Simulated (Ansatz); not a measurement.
# HfO2: a line through an energy map

Aim: follow the energy of HfO2 (Fm-3m, No. 225; 3 atoms in the cell) along one coordinate, normal strain along x, with the other held at normal strain along y = 2.67 %.

Method: DFT PBEsol, scalar-relativistic, plane waves, PAW, in Ansatz 0.2.0.

5 further runs of the same task are left out: 5 set aside as unsound or not needed.

## Step 1: The structure to begin with

It takes space group Fm-3m (No. 225, cubic). Conventional cell: a = 5.044 Å, b = 5.044 Å, c = 5.044 Å, α = 90.00°, β = 90.00°, γ = 90.00°. Around Hf (site symmetry m-3m) lie 8 O at 2.18 Å. O (site symmetry -43m) is surrounded by 4 Hf at 2.18 Å.

Structure file:

```
CELL_PARAMETERS angstrom
0.00000 2.52207 2.52207
2.52207 0.00000 2.52207
2.52207 2.52207 0.00000
ATOMIC_POSITIONS crystal
Hf 0.00000 0.00000 0.00000
O 0.25000 0.25000 0.25000
O 0.75000 0.75000 0.75000
```

It is the result of an earlier relaxation at this level (volume 10.69 Å³/atom; gap on the mesh: 3.69 eV).

## Step 2: Plan of the line

The energy is mapped over two homogeneous strains (x along [1 0 0], y along [0 1 0], z along [0 0 1] of the conventional cell).

First coordinate, normal strain along x: 7 values from −4.00 %. Second coordinate, normal strain along y: 7 values from −4.00 %.

Nothing else is relaxed (symmetry fixes all fractional coordinates). Energies count from the relaxed crystal. Points are written as (first, second).

## Step 3: Point (−4.00 %, 2.67 %)

File input.yaml:

```yaml
crystal:
  lattice:
    - [0.0, 2.5894065951, 2.5220673956]
    - [2.4211846998, 0.0, 2.5220673956]
    - [2.4211846998, 2.5894065951, 0.0]
  atoms:
    - { symbol: Hf, position: [0.0, 0.0, 0.0] }
    - { symbol: O, position: [0.25, 0.25, 0.25] }
    - { symbol: O, position: [0.75, 0.75, 0.75] }
basis:
  ecutwfc: 520.0
kpoints:
  mp_grid: { grid: [8, 8, 8] }
hamiltonian:
  xc: pbesol
  pseudopotentials: { kind: paw, azcp: { folder: soft_1 } }
scf:
  occupations: { method: gaussian, width: 0.05 }
output:
  forces: true
  stress: true
  eigenvalues: true
```

On the command line:

```console
$ ansatz run input.yaml --threads 1 --pin off --max-ram 2048MiB --backend cpu --events-out ev --progress --plain --runs-dir out
```

What it wrote, cut to the lines that bear on the results:

```text
Warning: <dir> the record states the generating functional pbe (its physics header spells it `PBE`), which answers neither for hamiltonian.xc's functional nor for the pbesol family's — results may be inconsistent (PPs are generated against a specific XC)
[...]
Warning: RAYON_NUM_THREADS=1 ignored (pool sized by the plan → 1); use --threads N
[...]
Pseudopotentials: kind: paw
Pseudopotential: Hf, paw, valence charge 26, recommended cutoff 420 eV (normal), <dir>
Pseudopotential: O, paw, valence charge 6, recommended cutoff 420 eV (normal), <dir>
Functional definition: PBEsol
[...]
Crystal: 3 atoms, lattice volume = 31.624 Å³
Basis set: ecut = 520 eV, 869 PW (Γ), exchange–correlation on 54×54×54 points (8 copies of the dense FFT grid, shifted against one another)
Bands: 23, of which v1, the nominal top of the filled ones, is band 19 counted from 1 (18 counted from 0)
Symmetry: 8 space group operations
Space group: Fmmm (ITA 69), of the structure as read, at distance tolerance 3.2e-5 Å
k-points: 95 of 512
[...]
SCF iter   1: F=—  HF=-16726.336819 eV  |F-HF|=—  |Δ(HF+E_count)|=         —  Δρ=9.06e-2  dr2=1.92e0  ethr=3.10e-3  ⟨swp⟩=4.3  Hψ=8185  notcnv=0
[...]
SCF iter   8: F=-16725.746668 eV  HF=-16725.746668 eV  |F-HF|=5.31e-10  |Δ(HF+E_count)|=   7.23e-9  Δρ=4.17e-6  dr2=2.52e-9  ethr=1.24e-10  ⟨swp⟩=3.0  Hψ=9836  notcnv=0
[...]
SCF converged after 8 iterations
Free energy (F): -16725.746668 eV
[...]
E sigma→0 (E₀):  -16725.746668 eV
Fermi energy:    17.193262 eV
[...]
--- Forces (eV/Å), atoms counted from 1 ---
  atom   1  Hf     0.00000000     0.00000000     0.00000000
  atom   2  O      0.00000000     0.00000000     0.00000000
  atom   3  O      0.00000000     0.00000000     0.00000000
[...]
--- Stress (GPa, compression-positive) ---
       21.305630       0.000000       0.000000
        0.000000     -10.825748       0.000000
        0.000000       0.000000       1.909141
  P = ⅓ Tr σ = 4.1297 GPa (41.297 kbar)
--- Band table (eV; the first three rows and the last of 95) ---
  k-point 0: bands = ["-45.6281", "-14.1829", "-14.1593", "-14.1438", "-3.6644", "-0.5694", "4.4942", "4.4950", "4.4988", "4.5695", "4.5707", "4.5715", "4.8011", "9.5809", "9.6633", "9.6807", "14.2253", "14.5643", "15.1456", "18.6886", "19.2841", "21.2852", "25.9256"]
[...]
```

Wall time 12 s (1 thread of Arm Neoverse N1, shared host); peak memory 0.36 GiB.

On the map this point reads 37.9 meV/atom.

## Step 4: Point (−1.33 %, 2.67 %)

Edit input.yaml of step 3 so:

```diff
@@ -3,4 +3,4 @@
     - [0.0, 2.5894065951, 2.5220673956]
-    - [2.4211846998, 0.0, 2.5220673956]
-    - [2.4211846998, 2.5894065951, 0.0]
+    - [2.4885238992, 0.0, 2.5220673956]
+    - [2.4885238992, 2.5894065951, 0.0]
   atoms:
```

On the command line:

```console
$ ansatz run input.yaml --threads 1 --pin off --max-ram 2048MiB --backend cpu --events-out ev --progress --plain --runs-dir out
```

What it wrote, cut to the lines that bear on the results:

```text
Warning: <dir> the record states the generating functional pbe (its physics header spells it `PBE`), which answers neither for hamiltonian.xc's functional nor for the pbesol family's — results may be inconsistent (PPs are generated against a specific XC)
[...]
Warning: RAYON_NUM_THREADS=1 ignored (pool sized by the plan → 1); use --threads N
[...]
Pseudopotentials: kind: paw
Pseudopotential: Hf, paw, valence charge 26, recommended cutoff 420 eV (normal), <dir>
Pseudopotential: O, paw, valence charge 6, recommended cutoff 420 eV (normal), <dir>
Functional definition: PBEsol
[...]
Crystal: 3 atoms, lattice volume = 32.503 Å³
Basis set: ecut = 520 eV, 901 PW (Γ), exchange–correlation on 54×54×54 points (8 copies of the dense FFT grid, shifted against one another)
Bands: 23, of which v1, the nominal top of the filled ones, is band 19 counted from 1 (18 counted from 0)
Symmetry: 8 space group operations
Space group: Fmmm (ITA 69), of the structure as read, at distance tolerance 3.2e-5 Å
k-points: 95 of 512
[...]
SCF iter   1: F=—  HF=-16726.398843 eV  |F-HF|=—  |Δ(HF+E_count)|=         —  Δρ=9.04e-2  dr2=1.94e0  ethr=3.10e-3  ⟨swp⟩=4.5  Hψ=8145  notcnv=0
[...]
SCF iter   8: F=-16725.817620 eV  HF=-16725.817620 eV  |F-HF|=6.55e-11  |Δ(HF+E_count)|=   3.48e-8  Δρ=2.18e-6  dr2=5.61e-10  ethr=9.04e-11  ⟨swp⟩=2.5  Hψ=8542  notcnv=0
[...]
SCF converged after 8 iterations
Free energy (F): -16725.817620 eV
[...]
E sigma→0 (E₀):  -16725.817620 eV
Fermi energy:    16.591232 eV
[...]
--- Forces (eV/Å), atoms counted from 1 ---
  atom   1  Hf     0.00000000     0.00000000     0.00000000
  atom   2  O      0.00000000     0.00000000     0.00000000
  atom   3  O      0.00000000     0.00000000     0.00000000
[...]
--- Stress (GPa, compression-positive) ---
        4.885414       0.000000       0.000000
        0.000000     -13.464215       0.000000
        0.000000       0.000000      -1.243623
  P = ⅓ Tr σ = -3.2741 GPa (-32.741 kbar)
--- Band table (eV; the first three rows and the last of 95) ---
  k-point 0: bands = ["-46.2831", "-14.8136", "-14.8051", "-14.7880", "-4.0236", "-1.0806", "3.8284", "3.8291", "3.8326", "3.8973", "3.8982", "3.8985", "4.1143", "9.2406", "9.2634", "9.2876", "13.8152", "14.1567", "14.3406", "18.2580", "18.6766", "20.4034", "25.1037"]
[...]
```

Run time: 11 s. Hardware: 1 thread of Arm Neoverse N1, shared host; peak memory 0.36 GiB.

On the map this point reads 14.2 meV/atom.

## Step 5: Point (0.00 %, 2.67 %)

Edit input.yaml of step 4 so:

```diff
@@ -3,4 +3,4 @@
     - [0.0, 2.5894065951, 2.5220673956]
-    - [2.4885238992, 0.0, 2.5220673956]
-    - [2.4885238992, 2.5894065951, 0.0]
+    - [2.5220673956, 0.0, 2.5220673956]
+    - [2.5220673956, 2.5894065951, 0.0]
   atoms:
```

On the command line:

```console
$ ansatz run input.yaml --threads 1 --pin off --max-ram 2048MiB --backend cpu --events-out ev --progress --plain --runs-dir out
```

What it wrote, cut to the lines that bear on the results:

```text
Warning: <dir> the record states the generating functional pbe (its physics header spells it `PBE`), which answers neither for hamiltonian.xc's functional nor for the pbesol family's — results may be inconsistent (PPs are generated against a specific XC)
[...]
Warning: RAYON_NUM_THREADS=1 ignored (pool sized by the plan → 1); use --threads N
[...]
Pseudopotentials: kind: paw
Pseudopotential: Hf, paw, valence charge 26, recommended cutoff 420 eV (normal), <dir>
Pseudopotential: O, paw, valence charge 6, recommended cutoff 420 eV (normal), <dir>
Functional definition: PBEsol
[...]
Crystal: 3 atoms, lattice volume = 32.942 Å³
Basis set: ecut = 520 eV, 909 PW (Γ), exchange–correlation on 54×54×54 points (8 copies of the dense FFT grid, shifted against one another)
Bands: 23, of which v1, the nominal top of the filled ones, is band 19 counted from 1 (18 counted from 0)
Symmetry: 16 space group operations
Space group: I4/mmm (ITA 139), of the structure as read, at distance tolerance 3.2e-5 Å
k-points: 59 of 512
[...]
SCF iter   1: F=—  HF=-16726.398838 eV  |F-HF|=—  |Δ(HF+E_count)|=         —  Δρ=9.04e-2  dr2=1.95e0  ethr=3.10e-3  ⟨swp⟩=4.4  Hψ=5065  notcnv=0
[...]
SCF iter   8: F=-16725.820684 eV  HF=-16725.820684 eV  |F-HF|=6.91e-11  |Δ(HF+E_count)|=   4.06e-8  Δρ=2.22e-6  dr2=6.08e-10  ethr=1.13e-10  ⟨swp⟩=2.6  Hψ=5072  notcnv=0
[...]
SCF converged after 8 iterations
Free energy (F): -16725.820684 eV
[...]
E sigma→0 (E₀):  -16725.820684 eV
Fermi energy:    16.302549 eV
[...]
--- Forces (eV/Å), atoms counted from 1 ---
  atom   1  Hf    -0.00000000    -0.00000000     0.00000000
  atom   2  O     -0.00000000     0.00000000     0.00000000
  atom   3  O      0.00000000     0.00000000     0.00000000
[...]
--- Stress (GPa, compression-positive) ---
       -2.570954       0.000000       0.000000
        0.000000     -14.544371       0.000000
        0.000000       0.000000      -2.570954
  P = ⅓ Tr σ = -6.5621 GPa (-65.621 kbar)
--- Band table (eV; the first three rows and the last of 59) ---
  k-point 0: bands = ["-46.5997", "-15.1173", "-15.1173", "-15.0995", "-4.1945", "-1.3184", "3.5072", "3.5072", "3.5105", "3.5728", "3.5736", "3.5736", "3.7830", "9.0789", "9.0789", "9.1064", "13.6218", "13.9644", "13.9644", "18.0398", "18.3604", "20.0133", "24.7031"]
[...]
```

Run time: 7.8 s. Hardware: 1 thread of Arm Neoverse N1, shared host; peak memory 0.34 GiB.

That is 13.2 meV/atom from the zero.

## Step 6: Point (1.33 %, 2.67 %)

Edit input.yaml of step 5 so:

```diff
@@ -3,4 +3,4 @@
     - [0.0, 2.5894065951, 2.5220673956]
-    - [2.5220673956, 0.0, 2.5220673956]
-    - [2.5220673956, 2.5894065951, 0.0]
+    - [2.555610892, 0.0, 2.5220673956]
+    - [2.555610892, 2.5894065951, 0.0]
   atoms:
```

On the command line:

```console
$ ansatz run input.yaml --threads 1 --pin off --max-ram 2048MiB --backend cpu --events-out ev --progress --plain --runs-dir out
```

What it wrote, cut to the lines that bear on the results:

```text
Warning: <dir> the record states the generating functional pbe (its physics header spells it `PBE`), which answers neither for hamiltonian.xc's functional nor for the pbesol family's — results may be inconsistent (PPs are generated against a specific XC)
[...]
Warning: RAYON_NUM_THREADS=1 ignored (pool sized by the plan → 1); use --threads N
[...]
Pseudopotentials: kind: paw
Pseudopotential: Hf, paw, valence charge 26, recommended cutoff 420 eV (normal), <dir>
Pseudopotential: O, paw, valence charge 6, recommended cutoff 420 eV (normal), <dir>
Functional definition: PBEsol
[...]
Crystal: 3 atoms, lattice volume = 33.380 Å³
Basis set: ecut = 520 eV, 909 PW (Γ), exchange–correlation on 54×54×60 points (8 copies of the dense FFT grid, shifted against one another)
Bands: 23, of which v1, the nominal top of the filled ones, is band 19 counted from 1 (18 counted from 0)
Symmetry: 8 space group operations
Space group: Fmmm (ITA 69), of the structure as read, at distance tolerance 3.2e-5 Å
k-points: 95 of 512
[...]
SCF iter   1: F=—  HF=-16726.380030 eV  |F-HF|=—  |Δ(HF+E_count)|=         —  Δρ=9.05e-2  dr2=1.97e0  ethr=3.10e-3  ⟨swp⟩=4.4  Hψ=8107  notcnv=0
[...]
SCF iter   8: F=-16725.803949 eV  HF=-16725.803949 eV  |F-HF|=8.73e-11  |Δ(HF+E_count)|=   4.44e-8  Δρ=2.23e-6  dr2=6.38e-10  ethr=1.25e-10  ⟨swp⟩=2.3  Hψ=8164  notcnv=0
[...]
SCF converged after 8 iterations
Free energy (F): -16725.803949 eV
[...]
E sigma→0 (E₀):  -16725.803949 eV
Fermi energy:    16.073800 eV
[...]
--- Forces (eV/Å), atoms counted from 1 ---
  atom   1  Hf     0.00000000     0.00000000    -0.00000000
  atom   2  O      0.00000000     0.00000000     0.00000000
  atom   3  O     -0.00000000     0.00000000     0.00000000
[...]
--- Stress (GPa, compression-positive) ---
       -9.599931       0.000000       0.000000
        0.000000     -15.480030       0.000000
        0.000000       0.000000      -3.747696
  P = ⅓ Tr σ = -9.6092 GPa (-96.092 kbar)
--- Band table (eV; the first three rows and the last of 95) ---
  k-point 0: bands = ["-46.9101", "-15.4235", "-15.4144", "-15.4052", "-4.3602", "-1.5458", "3.1915", "3.1927", "3.1945", "3.2548", "3.2552", "3.2554", "3.4584", "8.9035", "8.9223", "8.9342", "13.4353", "13.6034", "13.7788", "17.8084", "18.0455", "19.6550", "24.3081"]
[...]
```

It took 12 s on 1 thread of Arm Neoverse N1, shared host; peak memory 0.36 GiB.

Energy on the map's scale: 18.8 meV/atom.

## Step 7: Point (2.67 %, 2.67 %)

Edit input.yaml of step 6 so:

```diff
@@ -3,4 +3,4 @@
     - [0.0, 2.5894065951, 2.5220673956]
-    - [2.555610892, 0.0, 2.5220673956]
-    - [2.555610892, 2.5894065951, 0.0]
+    - [2.5894065951, 0.0, 2.5220673956]
+    - [2.5894065951, 2.5894065951, 0.0]
   atoms:
```

On the command line:

```console
$ ansatz run input.yaml --threads 1 --pin off --max-ram 2048MiB --backend cpu --events-out ev --progress --plain --runs-dir out
```

What it wrote, cut to the lines that bear on the results:

```text
Warning: <dir> the record states the generating functional pbe (its physics header spells it `PBE`), which answers neither for hamiltonian.xc's functional nor for the pbesol family's — results may be inconsistent (PPs are generated against a specific XC)
[...]
Warning: RAYON_NUM_THREADS=1 ignored (pool sized by the plan → 1); use --threads N
[...]
Pseudopotentials: kind: paw
Pseudopotential: Hf, paw, valence charge 26, recommended cutoff 420 eV (normal), <dir>
Pseudopotential: O, paw, valence charge 6, recommended cutoff 420 eV (normal), <dir>
Functional definition: PBEsol
[...]
Crystal: 3 atoms, lattice volume = 33.821 Å³
Basis set: ecut = 520 eV, 925 PW (Γ), exchange–correlation on 54×54×60 points (8 copies of the dense FFT grid, shifted against one another)
Bands: 23, of which v1, the nominal top of the filled ones, is band 19 counted from 1 (18 counted from 0)
Symmetry: 16 space group operations
Space group: I4/mmm (ITA 139), of the structure as read, at distance tolerance 3.2e-5 Å
k-points: 59 of 512
[...]
SCF iter   1: F=—  HF=-16726.343175 eV  |F-HF|=—  |Δ(HF+E_count)|=         —  Δρ=9.07e-2  dr2=1.99e0  ethr=3.10e-3  ⟨swp⟩=4.4  Hψ=5029  notcnv=0
[...]
SCF iter   8: F=-16725.768202 eV  HF=-16725.768202 eV  |F-HF|=4.73e-11  |Δ(HF+E_count)|=   4.73e-8  Δρ=2.19e-6  dr2=6.28e-10  ethr=1.28e-10  ⟨swp⟩=2.1  Hψ=5066  notcnv=0
[...]
SCF converged after 8 iterations
Free energy (F): -16725.768202 eV
[...]
E sigma→0 (E₀):  -16725.768202 eV
Fermi energy:    15.836967 eV
[...]
--- Forces (eV/Å), atoms counted from 1 ---
  atom   1  Hf    -0.00000000     0.00000000    -0.00000000
  atom   2  O      0.00000000     0.00000000     0.00000000
  atom   3  O      0.00000000     0.00000000     0.00000000
[...]
--- Stress (GPa, compression-positive) ---
      -16.284416       0.000000       0.000000
        0.000000     -16.284416       0.000000
        0.000000       0.000000      -4.789413
  P = ⅓ Tr σ = -12.4527 GPa (-124.527 kbar)
--- Band table (eV; the first three rows and the last of 59) ---
  k-point 0: bands = ["-47.2168", "-15.7262", "-15.7074", "-15.7074", "-4.5220", "-1.7650", "2.8794", "2.8822", "2.8822", "2.9409", "2.9409", "2.9412", "3.1381", "8.7354", "8.7693", "8.7693", "13.2542", "13.2542", "13.5984", "17.5365", "17.7566", "19.3236", "23.9157"]
[...]
```

Run time: 7.8 s. Hardware: 1 thread of Arm Neoverse N1, shared host; peak memory 0.34 GiB.

That is 30.7 meV/atom from the zero.

## Step 8: Results

| normal strain along x (%) | step | energy (meV/atom) | slope (meV/atom per %) | pressure (GPa) | band gap on the k-mesh (eV) |
| --- | --- | --- | --- | --- | --- |
| −4.00 | 3 | 37.9 | −14.6 | 4.1 | 2.99 |
| −2.67 | – | 22.3 | −8.8 | 0.3 | 3.17 |
| −1.33 | 4 | 14.2 | −3.3 | −3.3 | 3.33 |
| 0.00 | 5 | 13.2 | 1.8 | −6.6 | 3.48 |
| 1.33 | 6 | 18.8 | 6.6 | −9.6 | 3.43 |
| 2.67 | 7 | 30.7 | 11.2 | −12.5 | 3.36 |
| 4.00 | – | 48.4 | 15.5 | −15.1 | 3.24 |

Energies count from the relaxed crystal. Rows without a step come from runs not printed here or follow by symmetry. Slopes come from the forces (and the stress, where the cell changes), not from differences of energies.

**Reading.** The lowest point of the line is at 0.00 %, 13.2 meV/atom from the zero. Energies and slopes round the minimum, fitted together, put the minimum at −0.465 %, with a curvature of about 3.8 meV/atom per %². Divided by the reference volume, that is a stiffness of about 570 GPa for this pattern of strain. The highest point computed, at 4.00 %, lies 35.2 meV/atom above the lowest. This is one cut through a surface in two coordinates; the map's lowest point lies off it. Spin-orbit coupling is left out, which matters for the bands of Hf.

These are semilocal Kohn-Sham gaps, which aren't the measured quantity. Such gaps usually fall short of the measured ones.
